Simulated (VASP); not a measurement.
Here is a VASP 6.6.1 calculation.

INCAR

```
ALGO = Normal
EDIFF = 1E-7
EDIFFG = -0.005
ENCUT = 600
IBRION = 2
ISIF = 3
ISMEAR = 0
LASPH = T
LCHARG = F
LREAL = F
LWAVE = F
NELM = 80
NSW = 90
PREC = Accurate
SIGMA = 0.03
```

The input KPOINTS:

```
k-points
0
Gamma
  14 14 14
```

POSCAR

```
C                                       
1.0
   -0.0000000000      1.7669621626      1.7669621626
    1.7669621626      0.0000000000      1.7669621626
    1.7669621626      1.7669621626      0.0000000000
  C             
     2
Direct
     0.0000000000000000    0.0000000000000000    0.0000000000000000
     0.2500000000000000    0.2500000000000000    0.2500000000000000
```

Potentials or basis: VASP PAW LDA potentials, release 64 (C).

The run is started by

```console
$ cat potpaw_LDA.64/C/POTCAR > POTCAR
$ mpirun -np 1 vasp_std > vasp.out
```

Question: Estimate the band gap on the k mesh.

Answer: 4.17 eV, indirect (least direct gap 5.62 eV).

Final structure:
```
C
1.0
     0.00000    1.76696    1.76696
     1.76696    0.00000    1.76696
     1.76696    1.76696    0.00000
C
2
Cartesian
  0.0000 0.0000 0.0000
  0.8835 0.8835 0.8835
```

Caveat: the relaxation stopped at its first step, so nothing moved. As with any semilocal functional, this LDA gap is likely too small.
